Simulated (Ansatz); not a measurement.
# TiO2, one cell by several methods

```
Ti O
1.0
     4.65445    0.00000    0.00000
     0.00000    4.65445    0.00000
     0.00000    0.00000    2.99794
Ti O
2 4
Direct
  0.00000 0.00000 0.00000
  0.50000 0.50000 0.50000
  0.30600 0.30600 0.00000
  0.19400 0.80600 0.50000
  0.69400 0.69400 0.00000
  0.80600 0.19400 0.50000
```

Atoms are numbered in the order listed.

The geometry is COD entry 9007432, unchecked; take it as a test cell. The listed cell was then made from it by scaling, straining or moving an atom.

Methods: DFT, PBE, PAW with Ansatz's default frozen-core files, scalar-relativistic (Ansatz 0.2.0); DFT, PBE, all-electron PAW with datasets made for the crystal, scalar-relativistic (Ansatz 0.2.0); DFT, PBE, all-electron LAPW, scalar-relativistic (Ansatz 0.2.0).

For PAW: a Γ-centred 7×7×10 k mesh, Fermi–Dirac smearing of 0.05 eV, cutoff 420 eV, no spin polarisation. The crystal-made all-electron datasets (AE datasets) take a cutoff of 460 eV at this cell. LAPW targets a basis error of 0.5 meV/atom. The Ansatz runs share mesh, smearing and spin set-up. Plane-wave (PAW) pressures include the program's estimate of the Pulay term.

Stress and pressure are positive in compression.

The change that made this cell: volume scaled by 1.04.

```
             quantity     PAW  AE datasets    LAPW
       pressure (GPa)   -3.64        -3.62   -3.62
      stress xx (GPa)   -2.54        -2.51   -2.52
      stress zz (GPa)   -5.85        -5.83   -5.84
force on O3, x (eV/Å)  -0.020       -0.020  -0.019
        band gap (eV)   1.835        1.829   1.830
```

PAW's pressure differs from the LAPW value by -0.02 GPa.
